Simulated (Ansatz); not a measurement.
**NaF: convergence with LAPW's plane-wave cutoff**

How much do the results for NaF depend on LAPW's plane-wave cutoff?

Method: DFT, PBE, all-electron LAPW, scalar-relativistic, in Ansatz 0.2.0.

### 1 The starting structure

The structure is cubic, space group Fm-3m (No. 225). Conventional cell: a = 4.647 Å, b = 4.647 Å, c = 4.647 Å, α = 90.00°, β = 90.00°, γ = 90.00°. Around Na (site symmetry m-3m) lie 6 F at 2.32 Å. F (site symmetry m-3m) is surrounded by 6 Na at 2.32 Å.

Coordinates:

```cif
data_structure
_symmetry_space_group_name_H-M 'P 1'
_symmetry_Int_Tables_number 1
_cell_length_a 3.2856
_cell_length_b 3.2856
_cell_length_c 3.2856
_cell_angle_alpha 60.000
_cell_angle_beta 60.000
_cell_angle_gamma 60.000
_cell_volume 25.08
loop_
_atom_site_label
_atom_site_type_symbol
_atom_site_fract_x
_atom_site_fract_y
_atom_site_fract_z
_atom_site_occupancy
Na1 Na 0.00000 0.00000 0.00000 1
F1 F 0.50000 0.50000 0.50000 1
```

The cell comes from a crystallographic database entry that wasn't checked; take it as a given geometry, which may be far from equilibrium.

Atoms are numbered in the order of the input: Na1, F2.

### 2 With plane-wave cutoff typed as 180 eV

File input.yaml:

```yaml
crystal:
  lattice:
    - [0.0, 2.3233, 2.3233]
    - [2.3233, 0.0, 2.3233]
    - [2.3233, 2.3233, 0.0]
  atoms:
    - { symbol: Na, position: [0.0, 0.0, 0.0] }
    - { symbol: F, position: [0.5, 0.5, 0.5] }
kpoints:
  mp_grid: { grid: [10, 10, 10] }
scf:
  occupations: { method: fermi_dirac, width: 0.02 }
hamiltonian:
  xc: pbe
  pseudopotentials: { kind: all_electron, lapw: { basis_error: 0.0005 } }
output:
  forces: true
  stress: true
  eigenvalues: true
basis:
  ecutwfc: 180
```

Run with:

```sh
> ansatz run input.yaml --threads 1 --pin off --max-ram 2048MiB --backend cpu --events-out ev --progress --plain --runs-dir out
```

### 3 With plane-wave cutoff typed as 260 eV

Edit input.yaml of step 2 so:

```diff
@@ -20,2 +20,2 @@
 basis:
-  ecutwfc: 180
+  ecutwfc: 260
```

### 4 With plane-wave cutoff typed as 320 eV

Edit input.yaml of step 3 so:

```diff
@@ -20,2 +20,2 @@
 basis:
-  ecutwfc: 260
+  ecutwfc: 320
```

### 5 With plane-wave cutoff typed as 500 eV

Edit input.yaml of step 4 so:

```diff
@@ -20,2 +20,2 @@
 basis:
-  ecutwfc: 320
+  ecutwfc: 500
```

(Steps that only read results are left out.)

**Question.** What will these runs give? Wanted: energy error of the loosest run; pressure, lowest to highest; gap, in all runs.

As calculated:

| quantity | value |
| --- | --- |
| energy error of the loosest run (LAPW) | 4.3 meV/atom |
| within 1 meV/atom from | cutoff 260 eV |
| pressure, lowest to highest (LAPW) | 1.72 to 1.77 GPa |
| gap, in all runs (LAPW) | 6.27 eV |

In words: At the loosest setting in the table the energy misses the tightest run by 4.3 meV/atom; from cutoff 260 eV on, all lie within 1 meV/atom of it. The energy falls at every step, as a growing basis should make it. The pressure spans 0.05 GPa (LAPW). The tightest run took 5.9 s against 2.3 s for the loosest.

These are semilocal Kohn-Sham gaps, which aren't the measured quantity. Such gaps usually fall short of the measured ones.
